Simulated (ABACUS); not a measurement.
# HgSe (F-43m) in ABACUS: further runs

The runs below take HgSe through single point, with PBE.

All numbers are computed with ABACUS 3.10.1; they aren't measurements. Logs are shortened: lines on timing, memory, paths and dates and some standing lists are left out, and cuts for length are marked.

## 1. Starting point

The structure is cubic, space group F-43m (No. 216). The conventional cell has a = 6.078 Å, b = 6.078 Å, c = 6.078 Å, α = 90.00°, β = 90.00°, γ = 90.00°. Around Hg (site symmetry -43m) lie 4 Se at 2.63 Å. Se (site symmetry -43m) has 4 Hg at 2.63 Å as nearest neighbours.

## 2. Single point, PBE

File INPUT:

```
INPUT_PARAMETERS
suffix              HgSe
calculation         scf
basis_type          lcao
pseudo_dir          ./
orbital_dir         ./
symmetry            1
dft_functional      pbe
ecutwfc             100
pseudo_rcut         7
nspin               1
nbands              28
ks_solver           genelpa
smearing_method     fd
smearing_sigma      0.00367493
scf_thr             1e-07
scf_nmax            100
mixing_type         broyden
mixing_beta         0.7
cal_force           1
cal_stress          1
out_mul             1
out_chg             1
out_pot             2
out_elf             1
```

File STRU:

```
ATOMIC_SPECIES
Hg 200.5920 Hg.upf
Se 78.9710 Se.upf

NUMERICAL_ORBITAL
Hg_confined-atom_7au_3s2p2d1f.orb
Se_confined-atom_7au_2s2p2d.orb

LATTICE_CONSTANT
8.1216555201

LATTICE_VECTORS
0.0000000000 0.7071067812 0.7071067812
0.7071067812 0.0000000000 0.7071067812
0.7071067812 0.7071067812 0.0000000000

ATOMIC_POSITIONS
Cartesian

Hg
0.0
1
0.0000000000 0.0000000000 0.0000000000 1 1 1

Se
0.0
1
1.0606601718 1.0606601718 1.0606601718 1 1 1
```

File KPT:

```
K_POINTS
0
Gamma
5 5 5 0 0 0
```

Potentials or basis: PseudoDojo NC FR 0.4 PBE standard, DZP LCAO (the cutoffs set its grid).

The run is started by

```console
$ OMP_NUM_THREADS=1 mpirun -np 4 abacus > log
```

running log:

```text
ABACUS v3.10.1

               Atomic-orbital Based Ab-initio Computation at UStc

 ------------------------------------------------------------------------------------

 READING GENERAL INFORMATION
                           global_out_dir = OUT.HgSe/
                           global_in_card = INPUT
                               pseudo_dir = ./
                              orbital_dir = ./
                                    DSIZE = 4
                                    GSIZE = 1

 READING UNITCELL INFORMATION
                                    ntype = 2
                  lattice constant (Bohr) = 8.12166
              lattice constant (Angstrom) = 4.29779

 READING ATOM TYPE 1
                               atom label = Hg
                      L=0, number of zeta = 3
                      L=1, number of zeta = 2
                      L=2, number of zeta = 2
                      L=3, number of zeta = 1
             number of atom for this type = 1

 READING ATOM TYPE 2
                               atom label = Se
                      L=0, number of zeta = 2
                      L=1, number of zeta = 2
                      L=2, number of zeta = 2
             number of atom for this type = 1

                        TOTAL ATOM NUMBER = 2
CARTESIAN COORDINATES ( UNIT =       8.121655520100 Bohr ).
    atom                   x                   y                   z     mag                  vx                  vy                  vz
tauc_Hg1            0.0000000000        0.0000000000        0.0000000000  0.0000        0.0000000000        0.0000000000        0.0000000000
tauc_Se1            1.0606601718        1.0606601718        1.0606601718  0.0000        0.0000000000        0.0000000000        0.0000000000

                          Volume (Bohr^3) = 378.808
                             Volume (A^3) = 56.1334

 Lattice vectors: (Cartesian coordinate: in unit of a_0)
                   +0           +0.707107           +0.707107
            +0.707107                  +0           +0.707107
            +0.707107           +0.707107                  +0
 Reciprocal vectors: (Cartesian coordinate: in unit of 2 pi/a_0)
            -0.707107           +0.707107           +0.707107
            +0.707107           -0.707107           +0.707107
            +0.707107           +0.707107           -0.707107
 The esolver type has been set to : ksdft_lcao

                PAO radial cut off (Bohr) = 7

 Read in pseudopotential file is Hg.upf
                     pseudopotential type = NC
          exchange-correlation functional = PBE
                 nonlocal core correction = 1
                        valence electrons = 20
                                     lmax = 3
                           number of zeta = 4
                     number of projectors = 7
[... 187 lines left out ...]
                     search radius (Bohr) = 17.9
              searching radius is (Bohr)) = 17.9
         searching radius unit is (Bohr)) = 8.12
                         PeriodicBoundary = 1
                        Radius(unit:lat0) = 2.2
                                   glayer = [ 4, 4, 4 ]
                             glayer_minus = [ 3, 3, 3 ]

Find the coordinate range of the input atom(unit:lat0).
                                  min_tau = [ -4.24, -4.24, -4.24 ]
                                  max_tau = [ 5.3, 5.3, 5.3 ]
                                BoxNumber = [ 7, 7, 7 ]

 SETUP EXTENDED REAL SPACE GRID FOR GRID INTEGRATION
                          real space grid = [ 54, 54, 54 ]
                 big cell numbers in grid = [ 27, 27, 27 ]
             meshcell numbers in big cell = [ 2, 2, 2 ]
                        extended fft grid = [ 29, 29, 29 ]
                dimension of extened grid = [ 86, 86, 86 ]
                            UnitCellTotal = 125
              Atom number in sub-FFT-grid = 2
    Local orbitals number in sub-FFT-grid = 44
                                ParaV.nnr = 20302
                                 init_chg = atomic

 LCAO ALGORITHM --------------- ION=   1  ELEC=   1--------------------------------

 Density error is 0.0278170662995
----------------------------------------------------------
     Energy           Rydberg                 eV
----------------------------------------------------------
 E_KohnSham     -576.1835415568      -7839.3792589916
 E_Harris       -576.2940564201      -7840.8828908472
 E_Fermi        0.6512359046         8.8605190451
----------------------------------------------------------
[... 80 lines left out ...]
 Density error is 1.47177791184e-08
----------------------------------------------------------
     Energy           Rydberg                 eV
----------------------------------------------------------
 E_KohnSham     -576.1975524950      -7839.5698875857
 E_KS(sigma->0) -576.1974952633      -7839.5691089086
 E_Harris       -576.1975527148      -7839.5698905768
 E_band         -63.3238133768       -861.5646810138
 E_one_elec     -342.9094002436      -4665.5217410757
 E_Hartree      177.1238041489       2409.8929878606
 E_xc           -103.8661753078      -1413.1718136534
 E_Ewald        -306.5456666290      -4170.7677633630
 E_entropy(-TS) -0.0001144634        -0.0015573540
 E_descf        0.0000000000         0.0000000000
 E_exx          0.0000000000         0.0000000000
 E_Fermi        0.6729562201         9.1560390975
----------------------------------------------------------

 charge density convergence is achieved
 final etot is -7839.5698876 eV
 EFERMI = 9.1560390975 eV
The vacuum level is 12.467220547 eV

 STATE ENERGY(eV) AND OCCUPATIONS    NSPIN == 1
 1/10 kpoint (Cartesian) = 0.0000 0.0000 0.0000 (1595 pws)
       1       -104.729      0.0160000
       2       -54.1365      0.0160000
       3       -54.1365      0.0160000
       4       -54.1365      0.0160000
       5       -38.3863      0.0160000
       6       -38.3863      0.0160000
[... 170 lines left out ...]
      27        24.7822        0.00000
      28        24.8137        0.00000

[... levels at 4 further k points ...]

 correction force for each atom along direction 1 is 0.0268329
 correction force for each atom along direction 2 is 0.0194806
 correction force for each atom along direction 3 is 0.0140679
------------------------------------------------------------------------------------------
 TOTAL-FORCE (eV/Angstrom)
------------------------------------------------------------------------------------------
                       Hg1         0.0000000000         0.0000000000         0.0000000000
                       Se1         0.0000000000         0.0000000000         0.0000000000
------------------------------------------------------------------------------------------

----------------------------------------------------------------
 TOTAL-STRESS (KBAR)
----------------------------------------------------------------
        43.1565248777         0.0000000000        -0.0000000000
         0.0000000000        43.1565248777         0.0000000000
        -0.0000000000         0.0000000000        43.1565248777
----------------------------------------------------------------
 TOTAL-PRESSURE: 43.156525 KBAR

 --------------------------------------------
 !FINAL_ETOT_IS -7839.5698875856505765 eV
 --------------------------------------------
```

stdout:

```text
ABACUS v3.10.1

               Atomic-orbital Based Ab-initio Computation at UStc

%%%%%%%%%%%%%%%%%%%%%%%%%%%%%%%%%%%%%%%%%%%%%%%%%%%%%%%%%%%%%%%%%%%%%%%%%%%%%%%%%%%%%%%%%%%%%%%%%%%%%%%%%
 Warning: the number of valence electrons in pseudopotential > 12 for Hg: [Xe] 4f14 5d10 6s2
[... 36 lines left out ...]
 TOTAL-STRESS (KBAR)
----------------------------------------------------------------
        43.1565248777         0.0000000000        -0.0000000000
         0.0000000000        43.1565248777         0.0000000000
        -0.0000000000         0.0000000000        43.1565248777
----------------------------------------------------------------
 TOTAL-PRESSURE: 43.156525 KBAR
```

mulliken.txt:

```text
 0
CALCULATE THE MULLIkEN ANALYSIS FOR EACH ATOM
 Total charge:	36
Decomposed Mulliken populations
0                             Zeta of Hg              Spin 1
[... 62 lines left out ...]
dx^2-y^2                               0              2.0000
dxy                                    0              1.9999
SUM OVER M                                            9.9998
dz^2                                   1              0.0279
dxz                                    1              0.0290
dyz                                    1              0.0318
dx^2-y^2                               1              0.0205
dxy                                    1              0.0383
SUM OVER M                                            0.1476
SUM OVER M+Zeta                                      10.1474

SUM OVER M+Zeta+L                                    16.3746

Total Charge on atom:                 Se             16.3746
```

Run time: 10 s. Hardware: 4 MPI ranks of AMD EPYC (Zen 3), shared host; peak memory 0.44 GiB.

Results:

```
Free energy            : -7839.5699 eV
Pressure               : 4.3 GPa
Band gap on the k mesh : none (metal or under the smearing width)
Mulliken charges       : Hg +0.37; Se -0.37 e
```

Levels at points of the mesh, in eV from the Fermi level:
| k point | band 15 | band 16 | band 17 | band 18 | band 19 | band 20 | band 21 | band 22 |
| --- | --- | --- | --- | --- | --- | --- | --- | --- |
| (0.00, 0.00, 0.00) | -6.43 | -0.74 | -0.03 | -0.03 | -0.03 | 5.38 | 5.38 | 5.38 |

Caveat: the atomic orbitals were generated for these runs and aren't a published set; Mulliken charges move with the basis; the basis of atomic orbitals isn't converged, which shifts pressures, moduli and gaps. Spin-orbit coupling is left out, which matters for the levels of Hg.

## 3. Single point, PBE, spin-orbit coupling, no magnetisation

File INPUT:

```
INPUT_PARAMETERS
suffix              HgSe
calculation         scf
basis_type          lcao
pseudo_dir          ./
orbital_dir         ./
symmetry            0
dft_functional      pbe
ecutwfc             100
pseudo_rcut         7
nspin               4
nbands              56
ks_solver           genelpa
smearing_method     fd
smearing_sigma      0.00367493
scf_thr             1e-07
scf_nmax            100
mixing_type         broyden
mixing_beta         0.4
cal_force           1
cal_stress          1
noncolin            0
lspinorb            1
out_mul             1
out_chg             1
out_pot             2
out_elf             0
```

STRU is that of step 2.

KPT is that of step 2.

Potentials or basis: PseudoDojo NC FR 0.4 PBE standard, DZP LCAO (the cutoffs set its grid).

The run is started by

```console
$ OMP_NUM_THREADS=1 mpirun -np 4 abacus > log
```

Run time: 44 s. Hardware: 4 MPI ranks of AMD EPYC (Zen 3), shared host; peak memory 0.8 GiB.

It converged, with:

| Quantity | Value |
| --- | --- |
| Free energy | -7835.9785 eV |
| Pressure | 4.1 GPa |
| Band gap on the k mesh | none (metal or under the smearing width) |
| Mulliken charges | Hg +0.36; Se -0.36 e |

Caveat: the atomic orbitals were generated for these runs and aren't a published set; Mulliken charges move with the basis; the basis of atomic orbitals isn't converged, which shifts pressures, moduli and gaps.
